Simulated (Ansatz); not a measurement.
# InAs (CsCl type): Wannier functions and tight-binding models, part 2 of 2

Aim: build maximally localised Wannier functions for InAs (CsCl type) from several sets of trial orbitals, and check spreads and centres, and how well the models interpolate the bands. Plan: PBE, anion s p, 6×6×6; PBE, anion s p, 4×4×4; PBE, anion p, 6×6×6; r2SCAN, anion s p, 6×6×6; r2SCAN, anion p, 6×6×6 (level, trial orbitals, Wannier mesh).

Ansatz 0.2.0; plane waves, PAW; no spin-orbit coupling unless a run is so named.

## (4) PBE, anion p, 6×6×6

input.yaml

```yaml
crystal:
  lattice:
    - [3.536541079, 0.0, 0.0]
    - [0.0, 3.536541079, 0.0]
    - [0.0, 0.0, 3.536541079]
  atoms:
    - { symbol: In, position: [0.0, 0.0, 0.0] }
    - { symbol: As, position: [0.5, 0.5, 0.5] }
kpoints:
  mp_grid: { grid: [6, 6, 6] }
  band_path:
    path:
      - [[0.0, 0.0, 0.0], [-9.195761660076e-51, 0.5, 1.815267047037e-35], [0.5, 0.5, -1.089160228222e-34], [0.0, 0.0, 0.0], [0.5, 0.5, 0.5], [-9.195761660076e-51, 0.5, 1.815267047037e-35]]
      - [[0.5, 0.5, 0.5], [0.5, 0.5, -1.089160228222e-34]]
    npoints: 10
hamiltonian:
  xc: pbe
scf:
  occupations: { method: fermi_dirac, width: 0.02 }
  n_extra_bands: 6
output:
  forces: false
  stress: false
  eigenvalues: true
  wannier:
    kmesh: [6, 6, 6]
    projections: [{ species: As, l: p, shell: 4 }]
    minimise: true
    write_hr: true
    conv_tol: 1.0e-08
    max_iter: 3000
  write_density: true
  write_potential: true
  elf: true
  volumetric_format: npy
```

On the command line:

```bash
ansatz run input.yaml --threads 4 --pin off --max-ram 3686MiB --backend cpu --events-out ev --progress --plain --runs-dir out
```

What it wrote:

```text
Warning: RAYON_NUM_THREADS=4 ignored (pool sized by the plan → 4); use --threads N
scf.n_extra_bands = 6 over 14 filled bands (N_el = 28.0): the run solves 20 bands
Engine: ansatz 0.2.0, aarch64-unknown-linux-gnu
Pseudopotentials: kind: paw
Pseudopotential: In, paw, valence charge 13, recommended cutoff 420 eV (normal), In.paw.azcp
Pseudopotential: As, paw, valence charge 15, recommended cutoff 420 eV (normal), As.paw.azcp
Functional definition: PBE
  parameter kappa = 0.804
  parameter beta = 0.06672455060314922
  exchange = pbe_x(kappa = kappa, mu = beta*pi^2/3)
  correlation = pbe_c(beta = beta)
Crystal: 2 atoms, lattice volume = 44.232 Å³
Basis set: ecut = 420 eV, 847 PW (Γ)
Bands: 20, of which v1, the nominal top of the filled ones, is band 14 counted from 1 (13 counted from 0)
Symmetry: 48 space group operations
Space group: Pm-3m (ITA 221), of the structure as read, at distance tolerance 3.5e-5 Å
k-points: 20 of 216
Non-local potential: In, projectors of the file, l = 0: 2, l = 1: 2, l = 2: 2, l = 3: 2
Non-local potential: As, projectors of the file, l = 0: 2, l = 1: 2, l = 2: 3, l = 3: 1
PAW form: soft (Blöchl's): semilocal exchange-correlation on the pseudo side does not see the compensation charge
PAW one-centre angular grid: In, 590 points (default); XC on 64 Gauss nodes
PAW one-centre angular grid: As, 590 points (default); XC on 64 Gauss nodes
Initial density: superposition of atomic densities (neutral atoms: chi_scale 0, normalization atom), corrected by the library's trained network
Initial wavefunctions: pseudopotential atomic-orbital guess
Functional: x = pbe(κ = 0.804, μ = 0.2195149727645171), c = pbe(β = 0.06672455060314922)
SCF iter   1: F=—  HF=-10453.584405 eV  |F-HF|=—  |Δ(HF+E_count)|=         —  Δρ=2.40e-3  dr2=5.32e-3  ethr=1.77e-3  ⟨swp⟩=6.3  Hψ=1949  notcnv=0
preconditioner: auto → Resta (q_TF=auto, 2.528 Å⁻¹)  ε∞=3.1  [insulator: Δε(μ)=0.091 eV  Ē_g=16.323 eV  σ=0.020 eV  W_gap=0.80  n_scr=18 (ndim 8)  ℏωp=23.7 eV  f_vac=0.000  D(μ)=1.68/eV (n_scr^D=18)  ε∞_Penn≈3.1]
SCF iter   2: F=—  HF=-10453.582330 eV  |F-HF|=—  |Δ(HF+E_count)|=   2.08e-3  Δρ=7.54e-4  dr2=3.69e-4  ethr=1.90e-5  ⟨swp⟩=2.0  Hψ=686  notcnv=0  defer=22
SCF iter   3: F=—  HF=-10453.582274 eV  |F-HF|=—  |Δ(HF+E_count)|=   5.57e-5  Δρ=2.95e-4  dr2=3.85e-5  ethr=1.32e-6  ⟨swp⟩=2.0  Hψ=582  notcnv=0  defer=22
SCF iter   4: F=—  HF=-10453.582283 eV  |F-HF|=—  |Δ(HF+E_count)|=   9.00e-6  Δρ=1.37e-4  dr2=5.04e-6  ethr=1.37e-7  ⟨swp⟩=2.9  Hψ=662  notcnv=0  defer=22
SCF iter   5: F=—  HF=-10453.582286 eV  |F-HF|=—  |Δ(HF+E_count)|=   2.71e-6  Δρ=1.89e-5  dr2=1.21e-7  ethr=1.80e-8  ⟨swp⟩=2.5  Hψ=519  notcnv=0  defer=22
SCF iter   6: F=-10453.582286 eV  HF=-10453.582286 eV  |F-HF|=4.47e-8  |Δ(HF+E_count)|=   5.00e-9  Δρ=1.09e-5  dr2=3.61e-8  ethr=3.57e-10  ⟨swp⟩=6.0  Hψ=1381  notcnv=0
SCF 1 converged in 6 iterations: F = -10453.582286 eV  dr2 = 3.61e-8
NSCF: frozen V_eff on 62 k-points
NSCF: frozen V_eff on 23 k-points
the Wannier pass solved 23 of the 216 points of its mesh, and has the states at the others by symmetry: states obtained by the crystal's operations at points that were solved too leave a residual of 1.95e-13 eV (read by the count's bands and the next), within 4.76e-6 eV
NSCF: frozen V_eff on 23 k-points
the Wannier pass solved 23 of the 216 points of its mesh, and has the states at the others by symmetry: states obtained by the crystal's operations at points that were solved too leave a residual of 1.96e-13 eV (read by the count's bands and the next), within 4.76e-6 eV
SCF converged after 6 iterations
Free energy (F): -10453.582286 eV
Harris-Foulkes:  -10453.582286 eV  (|F-HF|=4.47e-8)
Internal energy: -10453.578405 eV  (E = F + TS)
E sigma→0 (E₀):  -10453.580346 eV
Entropy (-TS):   -0.003880 eV (-1.940 meV/atom)
Fermi energy:    11.142984 eV
--- Per-component energies (eV) ---
  E_band       = -225.924753
  E_kinetic    = 344.195527
  E_local      = -2577.221500  (includes V_loc(G=0)·N_el)
  E_nonlocal   = -304.129941
  E_hartree    = 1278.797017
  E_xc         = -294.898772
  E_vxc        = -178.876462  (∫ρ·V_xc dr)
  E_paw        = -5987.749457  (= ΣΔE_a)
  E_vpaw       = -67.478446  (= ΣTr[D̂ρ^β])
  E_aug_tail   = 0.000034  (compensation charges beyond the density's cutoff)
  E_ewald      = -2912.571313
  E_smearing   = -0.003880  (= −TS)
  E_closure    = -0.000000  (closes the sum)
  Σ components = -10453.582286   (vs F -10453.582286, Δ=0.00e0)
--- Band table (eV; the first three rows and the last of 20) ---
  k-point 0: bands = ["-24.3907", "-24.3907", "-24.3884", "-24.3884", "-24.3884", "-3.3394", "-3.3394", "-3.1236", "-3.1236", "-3.1236", "-1.4671", "8.9711", "10.4850", "10.4850", "10.4850", "16.1521", "16.1521", "20.7990", "20.7990", "20.7990"]
  k-point 1: bands = ["-24.3907", "-24.3894", "-24.3888", "-24.3888", "-24.3884", "-3.3354", "-3.2958", "-3.1444", "-3.1444", "-3.1219", "-1.1915", "7.2303", "10.8005", "10.8005", "11.2921", "16.3876", "17.5055", "19.4927", "19.4927", "19.7436"]
  k-point 2: bands = ["-24.3906", "-24.3895", "-24.3895", "-24.3883", "-24.3866", "-3.3274", "-3.2104", "-3.1856", "-3.1856", "-3.1186", "-0.4604", "4.9523", "11.6163", "11.6163", "12.3435", "16.2236", "17.0462", "17.3048", "17.3048", "21.2143"]
  k-point 19: bands = ["-24.3913", "-24.3913", "-24.3913", "-24.3823", "-24.3823", "-3.3130", "-3.3130", "-3.3130", "-3.0268", "-3.0268", "2.0955", "9.0133", "9.0133", "9.0133", "9.9935", "11.0805", "11.0805", "11.0805", "28.7395", "28.7395"]
Wannier search: line search 1 of at most 3000: gauge-dependent spread (as the search counts it) 0.1849736 Å², largest recent change 3.6e-3 Å² and fall left 4.9e-7 Å² against conv_tol 1.0e-8 Å², 0 stops escaped
```

Wall time 1.6 s (4 threads of Arm Neoverse V1, shared host); peak memory 0.34 GiB.

wannier.win names the bands that the functions span: combinations of 12-15 (counted from 1; 14 are filled by count, though the bands overlap). Combinations are drawn from entangled bands, so such a model needn't follow any one band.

The head of wannier.spreads.toml:

```toml
omega_i_ang2 = 10.857418647947185
omega_d_ang2 = 0.00000000000000000000000011738298475624109
omega_od_ang2 = 0.18497280500263932
omega_total_ang2 = 11.042391452949824
least_projectability = 0.5974690367739032
b_vectors_match_mmn = true
n_iter = 7
converged = true
rejected_fitted_steps = 0
```

The functions (centres in Å, on-site energies from the highest level of the last filled band):

| n | x | y | z | spread (Å²) | on-site (eV) | nearest atoms | distance (Å) |
| --- | --- | --- | --- | --- | --- | --- | --- |
| 1 | 1.768 | 1.768 | 1.768 | 3.681 | -3.745 | As2 | 0.00 |
| 2 | 1.768 | 1.768 | 1.768 | 3.681 | -3.745 | As2 | 0.00 |
| 3 | 1.768 | 1.768 | 1.768 | 3.681 | -3.745 | As2 | 0.00 |

The largest hoppings ⟨m, 0|H|n, R⟩, one of each Hermitian pair (signs follow the phases of the functions):

| m | n | R | distance (Å) | t (eV) |
| --- | --- | --- | --- | --- |
| 2 | 2 | 1 0 0 | 3.54 | 1.396 |
| 3 | 3 | 0 1 0 | 3.54 | 1.396 |
| 1 | 1 | 0 0 1 | 3.54 | 1.396 |
| 2 | 2 | 0 1 0 | 3.54 | -0.487 |
| 3 | 3 | 1 0 0 | 3.54 | -0.487 |
| 3 | 3 | 0 0 1 | 3.54 | -0.487 |
| 1 | 1 | 1 0 0 | 3.54 | -0.487 |
| 2 | 2 | 0 0 1 | 3.54 | -0.487 |
| 1 | 1 | 0 1 0 | 3.54 | -0.487 |
| 3 | 1 | 0 1 -1 | 5.00 | -0.189 |
| 1 | 3 | 0 1 -1 | 5.00 | -0.189 |
| 3 | 2 | 1 -1 0 | 5.00 | -0.189 |
| 2 | 3 | 1 -1 0 | 5.00 | -0.189 |
| 2 | 1 | 1 0 -1 | 5.00 | -0.189 |

Interpolated bands at the corners of the path, eV from the highest level of the last filled band:

| point | e1 | e2 | e3 |
| --- | --- | --- | --- |
| Γ | -1.83 | -1.83 | -1.83 |
| X | -8.48 | -0.09 | -0.09 |
| M | -5.79 | -5.79 | 0.39 |
| Γ | -1.83 | -1.83 | -1.83 |
| R | -3.30 | -3.30 | -3.30 |
| X | -8.48 | -0.09 | -0.09 |
| R | -3.30 | -3.30 | -3.30 |
| M | -5.79 | -5.79 | 0.39 |

Along the path each interpolated band stays within 1.27, 0.27, 0.12 eV of the nearest computed level, from the lowest band up.

Misses of an eV or more mean that the model does not follow those bands.

## (5) r2SCAN, anion s p, 6×6×6

Edit input.yaml of step 4 so:

```diff
@@ -16,3 +16,3 @@
 hamiltonian:
-  xc: pbe
+  xc: r2scan
 scf:
@@ -26,3 +26,3 @@
     kmesh: [6, 6, 6]
-    projections: [{ species: As, l: p, shell: 4 }]
+    projections: [{ species: As, l: s, shell: 4 }, { species: As, l: p, shell: 4 }]
     minimise: true
```

On the command line:

```bash
ansatz run input.yaml --threads 4 --pin off --max-ram 3686MiB --backend cpu --events-out ev --progress --plain --runs-dir out
```

What it wrote, shortened:

```text
Warning: RAYON_NUM_THREADS=4 ignored (pool sized by the plan → 4); use --threads N
scf.n_extra_bands = 6 over 14 filled bands (N_el = 28.0): the run solves 20 bands
[...]
[... 1 set-up line as earlier in the session ...]
Pseudopotential: In, paw, valence charge 13, recommended cutoff 500 eV (meta_gga), In.paw.azcp
Pseudopotential: As, paw, valence charge 15, recommended cutoff 500 eV (meta_gga), As.paw.azcp
Functional definition: r2SCAN
[...]
Crystal: 2 atoms, lattice volume = 44.232 Å³
Basis set: ecut = 500 eV, 1141 PW (Γ), exchange–correlation on 108×108×108 points (64 copies of the dense FFT grid, shifted against one another)
Bands: 20, of which v1, the nominal top of the filled ones, is band 14 counted from 1 (13 counted from 0)
[... 2 set-up lines as earlier in the session ...]
k-points: 20 of 216
[...]
NSCF: frozen V_eff on 23 k-points
the Wannier pass solved 23 of the 216 points of its mesh, and has the states at the others by symmetry: states obtained by the crystal's operations at points that were solved too leave a residual of 3.48e-13 eV (read by the count's bands and the next), within 4.76e-6 eV
SCF converged after 7 iterations
Free energy (F): -10475.967178 eV
[...]
E sigma→0 (E₀):  -10475.966465 eV
Entropy (-TS):   -0.001425 eV (-0.713 meV/atom)
Fermi energy:    11.112881 eV
[...]
--- Band table (eV; the first three rows and the last of 20) ---
  k-point 0: bands = ["-25.1595", "-25.1595", "-25.1573", "-25.1573", "-25.1573", "-4.1124", "-4.1124", "-3.8961", "-3.8961", "-3.8961", "-2.1161", "9.1277", "10.2803", "10.2803", "10.2803", "16.4880", "16.4880", "21.2960", "21.2960", "21.2960"]
[...]
Wannier search: line search 1 of at most 3000: gauge-dependent spread (as the search counts it) 3.0256778 Å², largest recent change 2.4e-1 Å² and fall left 1.3e-3 Å² against conv_tol 1.0e-8 Å², 0 stops escaped
```

Wall time 3.3 s (4 threads of Arm Neoverse V1, shared host); peak memory 0.46 GiB.

wannier.win names the bands that the functions span: 11, combinations of 12-15 (counted from 1; 14 are filled by count, though the bands overlap). Combinations are drawn from entangled bands, so such a model needn't follow any one band.

The head of wannier.spreads.toml:

```toml
omega_i_ang2 = 9.157286000082678
omega_d_ang2 = 0.0015372097555979652
omega_od_ang2 = 1.9363130342053951
omega_total_ang2 = 11.09513624404367
least_projectability = 0.7727538621448413
b_vectors_match_mmn = true
n_iter = 46
converged = true
rejected_fitted_steps = 0
```

The functions (centres in Å, on-site energies from the highest level of the last filled band):

| n | x | y | z | spread (Å²) | on-site (eV) | nearest atoms | distance (Å) |
| --- | --- | --- | --- | --- | --- | --- | --- |
| 1 | 1.403 | 1.403 | 1.403 | 2.655 | -6.407 | As2 | 0.63 |
| 2 | 1.667 | 1.667 | 2.342 | 2.813 | -5.836 | As2 | 0.59 |
| 3 | 2.342 | 1.667 | 1.667 | 2.813 | -5.836 | As2 | 0.59 |
| 4 | 1.668 | 2.342 | 1.668 | 2.813 | -5.836 | As2 | 0.59 |

Along the path each interpolated band stays within 0.03, 0.82, 0.24, 0.03 eV of the nearest computed level, from the lowest band up.

## (6) r2SCAN, anion p, 6×6×6

Edit input.yaml of step 5 so:

```diff
@@ -26,3 +26,3 @@
     kmesh: [6, 6, 6]
-    projections: [{ species: As, l: s, shell: 4 }, { species: As, l: p, shell: 4 }]
+    projections: [{ species: As, l: p, shell: 4 }]
     minimise: true
```

On the command line:

```bash
ansatz run input.yaml --threads 4 --pin off --max-ram 3686MiB --backend cpu --events-out ev --progress --plain --runs-dir out
```

What it wrote, shortened:

```text
Warning: RAYON_NUM_THREADS=4 ignored (pool sized by the plan → 4); use --threads N
scf.n_extra_bands = 6 over 14 filled bands (N_el = 28.0): the run solves 20 bands
[...]
[... 4 set-up lines as earlier in the session ...]
[...]
Crystal: 2 atoms, lattice volume = 44.232 Å³
Basis set: ecut = 500 eV, 1141 PW (Γ), exchange–correlation on 108×108×108 points (64 copies of the dense FFT grid, shifted against one another)
Bands: 20, of which v1, the nominal top of the filled ones, is band 14 counted from 1 (13 counted from 0)
[... 2 set-up lines as earlier in the session ...]
k-points: 20 of 216
[...]
NSCF: frozen V_eff on 23 k-points
the Wannier pass solved 23 of the 216 points of its mesh, and has the states at the others by symmetry: states obtained by the crystal's operations at points that were solved too leave a residual of 4.19e-13 eV (read by the count's bands and the next), within 4.76e-6 eV
SCF converged after 7 iterations
Free energy (F): -10475.967178 eV
[...]
E sigma→0 (E₀):  -10475.966465 eV
Entropy (-TS):   -0.001425 eV (-0.713 meV/atom)
Fermi energy:    11.112881 eV
[...]
--- Band table (eV; the first three rows and the last of 20) ---
  k-point 0: bands = ["-25.1595", "-25.1595", "-25.1573", "-25.1573", "-25.1573", "-4.1124", "-4.1124", "-3.8961", "-3.8961", "-3.8961", "-2.1161", "9.1277", "10.2803", "10.2803", "10.2803", "16.4880", "16.4880", "21.2960", "21.2960", "21.2960"]
[...]
Wannier search: line search 1 of at most 3000: gauge-dependent spread (as the search counts it) 0.1665559 Å², largest recent change 2.8e-3 Å² and fall left 4.1e-7 Å² against conv_tol 1.0e-8 Å², 0 stops escaped
```

Run time: 3.2 s. Hardware: 4 threads of Arm Neoverse V1, shared host; peak memory 0.46 GiB.

wannier.win names the bands that the functions span: combinations of 12-15 (counted from 1; 14 are filled by count, though the bands overlap). Combinations are drawn from entangled bands, so such a model needn't follow any one band.

The head of wannier.spreads.toml:

```toml
omega_i_ang2 = 10.622417117091615
omega_d_ang2 = 0.000000000000000000000011187802165761689
omega_od_ang2 = 0.1665552995555295
omega_total_ang2 = 10.788972416647145
least_projectability = 0.5997219991754693
b_vectors_match_mmn = true
n_iter = 7
converged = true
rejected_fitted_steps = 0
```

The functions (centres in Å, on-site energies from the highest level of the last filled band):

| n | x | y | z | spread (Å²) | on-site (eV) | nearest atoms | distance (Å) |
| --- | --- | --- | --- | --- | --- | --- | --- |
| 1 | 1.768 | 1.768 | 1.768 | 3.596 | -3.861 | As2 | 0.00 |
| 2 | 1.768 | 1.768 | 1.768 | 3.596 | -3.861 | As2 | 0.00 |
| 3 | 1.768 | 1.768 | 1.768 | 3.596 | -3.861 | As2 | 0.00 |

Along the path each interpolated band stays within 1.04, 0.23, 0.11 eV of the nearest computed level, from the lowest band up.

Misses of an eV or more mean that the model does not follow those bands.

## (7) Comparison

| run | functions | total spread (Å²) | invariant part (Å²) | mean spread (Å²) | largest miss of a band (eV) | time |
| --- | --- | --- | --- | --- | --- | --- |
| PBE, anion s p, 6×6×6 | 4 | 11.349 | 9.388 | 2.837 | 0.93 | 1.7 s |
| PBE, anion s p, 4×4×4 | 4 | 9.517 | 7.750 | 2.379 | 1.13 | 1.2 s |
| PBE, anion p, 6×6×6 | 3 | 11.042 | 10.857 | 3.681 | 1.27 | 1.6 s |
| r2SCAN, anion s p, 6×6×6 | 4 | 11.095 | 9.157 | 2.774 | 0.82 | 3.3 s |
| r2SCAN, anion p, 6×6×6 | 3 | 10.789 | 10.622 | 3.596 | 1.04 | 3.2 s |

## (8) Results

This closing draws on all 2 parts.

| quantity | value |
| --- | --- |
| total spread, PBE, anion s p, 6×6×6 | 11.35 Å² over 4 functions |
| total spread, PBE, anion s p, 4×4×4 | 9.52 Å² over 4 functions |
| total spread, PBE, anion p, 6×6×6 | 11.04 Å² over 3 functions |
| total spread, r2SCAN, anion s p, 6×6×6 | 11.10 Å² over 4 functions |
| total spread, r2SCAN, anion p, 6×6×6 | 10.79 Å² over 3 functions |
| centres of the first set | 0.59 to 0.63 Å from the nearest atom |

With PBE, anion s p, 6×6×6 the 4 functions move off the atoms, with a mean spread of 2.84 Å²; 83 % of the total is gauge invariant. The total spread goes from 9.52 Å² on 4×4×4 to 11.35 Å² on 6×6×6: finite differences in k understate it on coarse meshes, while the largest miss of a band goes from 1.13 to 0.93 eV. On one set and mesh the functional gives 11.35 (PBE), 11.10 (r2SCAN) Å².
